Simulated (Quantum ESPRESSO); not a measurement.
W in Quantum ESPRESSO: the effect of functional

Crystal: W.

```
W
1.0
    -1.58234    1.58234    1.58234
     1.58234   -1.58234    1.58234
     1.58234    1.58234   -1.58234
W
1
Direct
  0.00000 0.00000 0.00000
```

Alike in all runs:

- Program: Quantum ESPRESSO 7.5
- Task: phonon dispersion
- Cutoff: 762 eV
- Density cutoff: 6095 eV
- k mesh: 12 × 12 × 12
- Occupations: cold, width 0.2 eV
- Spin: no spin polarisation

Each run relaxes the cell or the atoms first.

```csv
functional,potentials or basis,relaxed volume (Å³/atom),highest phonon frequency (cm⁻¹)
LDA,GBRV 1.5 LDA,?,?
PBE,GBRV 1.5 PBE,16.15,220
PBEsol,GBRV 1.5 PBEsol,15.71,227
```

Task: What does the run with functional LDA give?

Result: Relaxed volume 15.43 Å³/atom; highest phonon frequency 227 cm⁻¹.
